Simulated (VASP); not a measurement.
# SnO (Cmc2_1) in VASP: further runs

The runs below take SnO through single point, with PBEsol.

All numbers are computed with VASP 6.6.1; they aren't measurements. Logs are shortened: lines on timing, memory, paths and dates and some standing lists are left out, and cuts for length are marked.

### 1 The crystal as given

The structure is orthorhombic, space group Cmc2_1 (No. 36). Conventional cell: a = 5.000 Å, b = 5.720 Å, c = 11.120 Å, α = 90.00°, β = 90.00°, γ = 90.00°. Sn (site symmetry m) has 2 O at 1.99 Å as nearest neighbours. Sn (site symmetry m) has 2 O at 2.15 Å as nearest neighbours. Around O (site symmetry 1) lie 1 O at 1.80 Å and 1 Sn at 1.99 Å.

### 2 Single point, PBEsol

INCAR reads:

```
SYSTEM = SnO
ADDGRID = .FALSE. ; ALGO = Normal
EDIFF = 1E-7 ; ENCUT = 700
GGA = PS ; ISIF = 2
ISMEAR = 0 ; LASPH = .TRUE.
LCHARG = .FALSE. ; LREAL = .FALSE.
LWAVE = .FALSE. ; NELM = 100
PREC = Accurate ; SIGMA = 0.05
```

KPOINTS reads:

```
k-points
0
G
  6 6 2
  0 0 0
```

POSCAR reads:

```
SnO
1.0
    2.5000000000     -2.8600000000      0.0000000000
    2.5000000000      2.8600000000      0.0000000000
    0.0000000000      0.0000000000     11.1200000000
Sn O
4 4
Direct
    0.5590000000      0.4410000000      0.2460000000
    0.4410000000      0.5590000000      0.7460000000
    0.0000000000      0.0000000000      0.5000000000
    0.0000000000      0.0000000000      0.0000000000
    0.9300000000      0.4300000000      0.1200000000
    0.0700000000      0.5700000000      0.6200000000
    0.5700000000      0.0700000000      0.1200000000
    0.4300000000      0.9300000000      0.6200000000
```

Potentials or basis: VASP PAW PBE potentials, release 64 (Sn_d, O).

The run is started by

```console
cat potpaw_PBE.64/Sn_d/POTCAR potpaw_PBE.64/O/POTCAR > POTCAR
mpirun -np 1 vasp_std > vasp.out
```

OUTCAR:

```text
SYSTEM = SnO
   EDIFF = 1E-7
   ENCUT = 700
   GGA = PS
   ISIF = 2
   ISMEAR = 0
   LASPH = .TRUE.
   LREAL = .FALSE.
   NELM = 100
   PREC = Accurate

 Found     26 irreducible k-points:

 Following reciprocal coordinates:
            Coordinates               Weight
  0.000000  0.000000  0.000000      1.000000
  0.166667  0.000000  0.000000      4.000000
  0.333333 -0.000000  0.000000      4.000000
  0.500000 -0.000000  0.000000      2.000000
  0.166667  0.166667  0.000000      2.000000
  0.333333  0.166667  0.000000      4.000000
   k-points           NKPTS =     26   k-points in BZ     NKDIM =     26   number of bands    NBANDS=     48
   number of dos      NEDOS =    301   number of ions     NIONS =      8
   total plane-waves  NPLWV = 124416
   dimension x,y,z NGX =    36 NGY =   36 NGZ =   96
   dimension x,y,z NGXF=    72 NGYF=   72 NGZF=  192
   ions per type =               4   4
   NGX,Y,Z   is equivalent  to a cutoff of  15.76, 15.76, 14.35 a.u.
   NGXF,Y,Z  is equivalent  to a cutoff of  31.51, 31.51, 28.70 a.u.
 SYSTEM =  SnO
   PREC   = accura    normal or accurate (medium, high low for compatibility)
   ISTART =      0    job   : 0-new  1-cont  2-samecut
   ICHARG =      2    charge: 1-file 2-atom 10-const
   ISPIN  =      1    spin polarized calculation?
   LNONCOLLINEAR =      F non collinear calculations
   LSORBIT =      F    spin-orbit coupling
   LASPH  =      T    aspherical Exc in radial PAW
   ENCUT  =  700.0 eV  51.45 Ry    7.17 a.u.   8.19  8.19 23.99*2*pi/ulx,y,z
   NELM   =    100;   NELMIN=  2; NELMDL= -5     # of ELM steps
   EDIFF  = 0.1E-06   stopping-criterion for ELM
   LREAL  =      F    real-space projection
   EDIFFG = 0.1E-05   stopping-criterion for IOM
   NSW    =      0    number of steps for IOM
   IBRION =     -1    ionic relax: 0-MD 1-quasi-New 2-CG
   NFREE  =      0    steps in history (QN), initial steepest desc. (CG)
   ISIF   =      2    stress and relaxation
   ISYM   =      2    0-nonsym 1-usesym 2-fastsym
   POTIM  = 0.5000    time-step for ionic-motion
   TEBEG  =    0.0;   TEEND  =   0.0 temperature during run
   PSTRESS=    0.0 pullay stress
   NELECT =      80.0000    total number of electrons
   NUPDOWN=      -1.0000    fix difference up-down
   EMIN   =  10.00;   EMAX   =-10.00  energy-range for DOS
   EFERMI =   0.00;   METHOD = LEGACY
   ISMEAR =     0;   SIGMA  =   0.05  broadening in eV -4-tet -1-fermi 0-gaus
   EFERMI_NEDOS =   21; number of points for ismear=-14 and -15
   IALGO  =     38    algorithm
   IMIX   =      4    mixing-type and parameters
     AMIX     =   0.40;   BMIX     =  1.00
     AMIX_MAG =   1.60;   BMIX_MAG =  1.00
  volume/ion in A,a.u.               =      19.88       134.14
  Fermi-wavevector in a.u.,A,eV,Ry     =   1.302041  2.460500 23.066092  1.695310
  Thomas-Fermi vector in A             =   2.433135
   LORBIT       =      0    0 simple, 1 ext, 2 COOP (PROOUT), +10 PAW based schemes
   GGA     = PS    functional components
   LHFCALC =     F    Hartree Fock is set to
   AEXX    =    0.0000 exact exchange contribution
   IVDW    =     0    specifies the selected vdW correction
   LEPSILON=     F    determine dielectric tensor
   LRPA    =     F    only Hartree local field effects (RPA)
 non-spin polarized calculation
 Gauss-broadening in eV      SIGMA  =   0.05
  energy-cutoff  :      700.00
  volume of cell :      159.02
 maximum number of plane-waves:      6732
 NGX is ok and might be reduce to    36
   NGX = 17   NGY = 17   NGZ = 47

 number of electron      79.9999987 magnetization

 Free energy of the ion-electron system (eV)
  ---------------------------------------------------
  ext. energy  EPLUGINS =         0.00000000
  ---------------------------------------------------
  free energy    TOTEN  =       -40.79468669 eV

  energy without entropy =      -40.78693203  energy(sigma->0) =      -40.79080936

 E-fermi :   6.1712     XC(G=0):  -9.8460

 val. band max:        6.1600207270   @ k =   0.5000   0.3333   0.0000
 cond. band min:       6.1750080865   @ k =  -0.1667   0.1667   0.0000
 fundamental gap:      0.0149873595
 Fermi energy:         6.1712455644

 k-point     1 :       0.0000    0.0000    0.0000
  band No.  band energies     occupation
      1     -16.5246      2.00000
      2     -16.5211      2.00000
      3     -16.0824      2.00000
      4     -16.0769      2.00000
      5     -15.8817      2.00000
      6     -15.8757      2.00000
[... 40 lines left out ...]
     47      10.3846      0.00000
     48      10.5466      0.00000

 k-point     2 :       0.1667    0.0000    0.0000
  band No.  band energies     occupation
      1     -16.5450      2.00000
      2     -16.5403      2.00000
      3     -16.0702      2.00000
      4     -16.0637      2.00000
      5     -15.8749      2.00000
      6     -15.8712      2.00000
[... 40 lines left out ...]
     47       9.8598      0.00000
     48      10.6580      0.00000

 k-point     3 :       0.3333   -0.0000    0.0000
  band No.  band energies     occupation
      1     -16.5811      2.00000
      2     -16.5760      2.00000
      3     -16.0525      2.00000
      4     -16.0470      2.00000
      5     -15.8662      2.00000
      6     -15.8651      2.00000
[... 40 lines left out ...]
     47       9.8487      0.00000
     48      10.3659      0.00000

 k-point     4 :       0.5000   -0.0000    0.0000
  band No.  band energies     occupation
      1     -16.5974      2.00000
      2     -16.5927      2.00000
      3     -16.0460      2.00000
      4     -16.0443      2.00000
      5     -15.8636      2.00000
      6     -15.8631      2.00000
[... 40 lines left out ...]
     47      10.2375      0.00000
     48      10.6111      0.00000

 k-point     5 :       0.1667    0.1667    0.0000
  band No.  band energies     occupation
      1     -16.5650      2.00000
      2     -16.5602      2.00000
      3     -16.0513      2.00000
      4     -16.0450      2.00000
      5     -15.8686      2.00000
      6     -15.8675      2.00000
[... 40 lines left out ...]
     47       9.2942      0.00000
     48      10.8662      0.00000

 k-point     6 :       0.3333    0.1667    0.0000
  band No.  band energies     occupation
      1     -16.5979      2.00000
      2     -16.5924      2.00000
      3     -16.0391      2.00000
      4     -16.0372      2.00000
      5     -15.8623      2.00000
      6     -15.8603      2.00000
[... 40 lines left out ...]
     47       9.6027      0.00000
     48      10.3627      0.00000

 [... further k-points ...]

------------------------ aborting loop because EDIFF is reached ----------------------------------------

  FORCE on cell =-STRESS in cart. coord.  units (eV):
  Direction    XX          YY          ZZ          XY          YZ          ZX
  --------------------------------------------------------------------------------------
  -------------------------------------------------------------------------------------
  Total       26.4424141     -2.9259743     -3.7406250      0.0000000      0.0000000      0.0000000
  in kB      266.4224758    -29.4808675    -37.6889401      0.0000000      0.0000000      0.0000000
  external PRESSURE =      66.4175561 kB  Pullay stress =       0.0000000 kB

 VOLUME and BASIS-vectors are now :
 -----------------------------------------------------------------------------
  energy-cutoff  :      700.00
  volume of cell :      159.02
      direct lattice vectors                 reciprocal lattice vectors
     2.500000000 -2.860000000  0.000000000     0.200000000 -0.174825175  0.000000000
     2.500000000  2.860000000  0.000000000     0.200000000  0.174825175  0.000000000
     0.000000000  0.000000000 11.120000000     0.000000000  0.000000000  0.089928058

 POSITION                                       TOTAL-FORCE (eV/Angst)
 -----------------------------------------------------------------------------------
      2.50000     -0.33748      2.73552        -0.000000      2.070380      0.868570
      2.50000      0.33748      8.29552        -0.000000     -2.070380      0.868570
      0.00000      0.00000      5.56000        -0.000000      0.840362      1.262874
      0.00000      0.00000      0.00000        -0.000000     -0.840362      1.262874
      3.40000     -1.43000      1.33440         8.410451     -0.570471     -1.065722
      1.60000      1.43000      6.89440        -8.410451      0.570471     -1.065722
      1.60000     -1.43000      1.33440        -8.410451     -0.570471     -1.065722
      3.40000      1.43000      6.89440         8.410451      0.570471     -1.065722
 -----------------------------------------------------------------------------------
    total drift:                                0.000000      0.000000      0.000826

  FREE ENERGIE OF THE ION-ELECTRON SYSTEM (eV)
  ---------------------------------------------------
  free  energy   TOTEN  =       -40.7946866863 eV

  energy  without entropy=      -40.7869320293  energy(sigma->0) =      -40.79080936
```

It took 4.2 min on 1 thread of AMD EPYC 9R45 (Zen 5), shared host; peak memory 0.43 GiB.

These settings aren't checked as converged: the numbers below hold their error.

Results:

```
Free energy            : -40.7947 eV
Pressure               : 6.6 GPa
Largest force          : 8.497 eV/Å
Band gap on the k mesh : none (metal or under the smearing width)
```

Caveat: the PAW data sets were made with another functional, which shifts forces and pressure a little.

### 3 Single point, PBEsol

Edit INCAR of step 2 so:

```diff
@@ -2,3 +2,3 @@
 ADDGRID = .FALSE. ; ALGO = Normal
-EDIFF = 1E-7 ; ENCUT = 700
+EDIFF = 1E-7 ; ENCUT = 350
 GGA = PS ; ISIF = 2
```

KPOINTS reads:

```
k-points
0
G
  9 9 3
  0 0 0
```

POSCAR is that of step 2.

Potentials or basis: VASP PAW PBE potentials, release 64 (Sn_d, O).

The run is started by

```console
cat potpaw_PBE.64/Sn_d/POTCAR potpaw_PBE.64/O/POTCAR > POTCAR
mpirun -np 1 vasp_std > vasp.out
```

Wall time 2.7 min (1 thread of AMD EPYC 9R45 (Zen 5), shared host); peak memory 0.25 GiB.

The run converged, but a check on its numbers failed (symmetry, net force, bounds or a known fault of this set-up), so they aren't taken as properties of the crystal.

Caveat: the cutoff lies under the usual one of these potentials, so the numbers hold a large basis-set error; the PAW data sets were made with another functional, which shifts forces and pressure a little.

### 4 Single point, PBEsol

Edit INCAR of step 3 so:

```diff
@@ -2,3 +2,3 @@
 ADDGRID = .FALSE. ; ALGO = Normal
-EDIFF = 1E-7 ; ENCUT = 350
+EDIFF = 1E-7 ; ENCUT = 450
 GGA = PS ; ISIF = 2
```

KPOINTS is that of step 3.

POSCAR is that of step 3.

Potentials or basis: VASP PAW PBE potentials, release 64 (Sn_d, O).

The run is started by

```console
cat potpaw_PBE.64/Sn_d/POTCAR potpaw_PBE.64/O/POTCAR > POTCAR
mpirun -np 1 vasp_std > vasp.out
```

OUTCAR:

```text
SYSTEM = SnO
   EDIFF = 1E-7
   ENCUT = 450
   GGA = PS
   ISIF = 2
   ISMEAR = 0
   LASPH = .TRUE.
   LREAL = .FALSE.
   NELM = 100
   PREC = Accurate

 Found     50 irreducible k-points:

 Following reciprocal coordinates:
            Coordinates               Weight
  0.000000  0.000000  0.000000      1.000000
  0.111111 -0.000000  0.000000      4.000000
  0.222222 -0.000000  0.000000      4.000000
  0.333333  0.000000  0.000000      4.000000
  0.444444 -0.000000  0.000000      4.000000
  0.111111  0.111111  0.000000      2.000000
   k-points           NKPTS =     50   k-points in BZ     NKDIM =     50   number of bands    NBANDS=     48
   number of dos      NEDOS =    301   number of ions     NIONS =      8
   total plane-waves  NPLWV =  62720
   dimension x,y,z NGX =    28 NGY =   28 NGZ =   80
   dimension x,y,z NGXF=    56 NGYF=   56 NGZF=  160
   ions per type =               4   4
   NGX,Y,Z   is equivalent  to a cutoff of  12.25, 12.25, 11.96 a.u.
   NGXF,Y,Z  is equivalent  to a cutoff of  24.51, 24.51, 23.92 a.u.
 SYSTEM =  SnO
   PREC   = accura    normal or accurate (medium, high low for compatibility)
   ISTART =      0    job   : 0-new  1-cont  2-samecut
   ICHARG =      2    charge: 1-file 2-atom 10-const
   ISPIN  =      1    spin polarized calculation?
[... 64 lines left out ...]
      2     -16.5188      2.00000
      3     -16.0840      2.00000
      4     -16.0786      2.00000
      5     -15.8834      2.00000
      6     -15.8775      2.00000
[... 295 lines left out ...]
     47       9.5436      0.00000
     48      10.6342      0.00000

 [... further k-points ...]

------------------------ aborting loop because EDIFF is reached ----------------------------------------

  FORCE on cell =-STRESS in cart. coord.  units (eV):
  Direction    XX          YY          ZZ          XY          YZ          ZX
  --------------------------------------------------------------------------------------
  -------------------------------------------------------------------------------------
  Total       25.8730957     -3.4347710     -4.2508657      0.0000000      0.0000000      0.0000000
  in kB      260.6862664    -34.6072861    -42.8299080      0.0000000      0.0000000      0.0000000
  external PRESSURE =      61.0830241 kB  Pullay stress =       0.0000000 kB

 VOLUME and BASIS-vectors are now :
 -----------------------------------------------------------------------------
  energy-cutoff  :      450.00
  volume of cell :      159.02
      direct lattice vectors                 reciprocal lattice vectors
     2.500000000 -2.860000000  0.000000000     0.200000000 -0.174825175  0.000000000
     2.500000000  2.860000000  0.000000000     0.200000000  0.174825175  0.000000000
     0.000000000  0.000000000 11.120000000     0.000000000  0.000000000  0.089928058

 POSITION                                       TOTAL-FORCE (eV/Angst)
 -----------------------------------------------------------------------------------
      2.50000     -0.33748      2.73552         0.000000      2.076229      0.867992
      2.50000      0.33748      8.29552         0.000000     -2.076229      0.867992
      0.00000      0.00000      5.56000         0.000000      0.841386      1.273377
      0.00000      0.00000      0.00000         0.000000     -0.841386      1.273377
      3.40000     -1.43000      1.33440         8.425570     -0.567062     -1.070685
      1.60000      1.43000      6.89440        -8.425570      0.567062     -1.070685
      1.60000     -1.43000      1.33440        -8.425570     -0.567062     -1.070685
      3.40000      1.43000      6.89440         8.425570      0.567062     -1.070685
 -----------------------------------------------------------------------------------
    total drift:                                0.000000      0.000000      0.000010

  FREE ENERGIE OF THE ION-ELECTRON SYSTEM (eV)
  ---------------------------------------------------
  free  energy   TOTEN  =       -40.7789068638 eV

  energy  without entropy=      -40.7740350639  energy(sigma->0) =      -40.77647096
```

Wall time 4.2 min (1 thread of AMD EPYC 9R45 (Zen 5), shared host); peak memory 0.34 GiB.

These settings aren't checked as converged: the numbers below hold their error.

Results:

```yaml
Free_energy: -40.7789 eV
Largest_force: 8.512 eV/Å
Band_gap_on_the_k_mesh: none (metal or under the smearing width)
```

Caveat: the cutoff is under 1.25 times the usual one of these potentials, so pressure, stress and relaxed cells hold a basis-set (Pulay) error; the PAW data sets were made with another functional, which shifts forces and pressure a little.

### 5 Single point, PBEsol

INCAR reads:

```
SYSTEM = SnO
ADDGRID = .FALSE. ; ALGO = Normal
EDIFF = 1E-7 ; ENCUT = 550
GGA = PS ; ISIF = 2
ISMEAR = 0 ; LASPH = .TRUE.
LCHARG = .FALSE. ; LREAL = .FALSE.
LWAVE = .FALSE. ; NELM = 100
PREC = Low ; SIGMA = 0.05
```

KPOINTS is that of step 4.

POSCAR is that of step 4.

The run is started by

```console
cat potpaw_PBE.64/Sn_d/POTCAR potpaw_PBE.64/O/POTCAR > POTCAR
mpirun -np 1 vasp_std > vasp.out
```

Wall time 3.3 min (1 thread of AMD EPYC 9R45 (Zen 5), shared host); peak memory 0.32 GiB.

The run converged, but some of its settings lie outside the range that counts as converged, so its numbers aren't taken as properties of the crystal.

What came out:

- Free energy: -40.7782 eV
- Pressure: 6.7 GPa
- Largest force: 8.498 eV/Å
- Band gap on the k mesh: none (metal or under the smearing width)

Caveat: the PAW data sets were made with another functional, which shifts forces and pressure a little.

(Continued in part 2 of 2.)
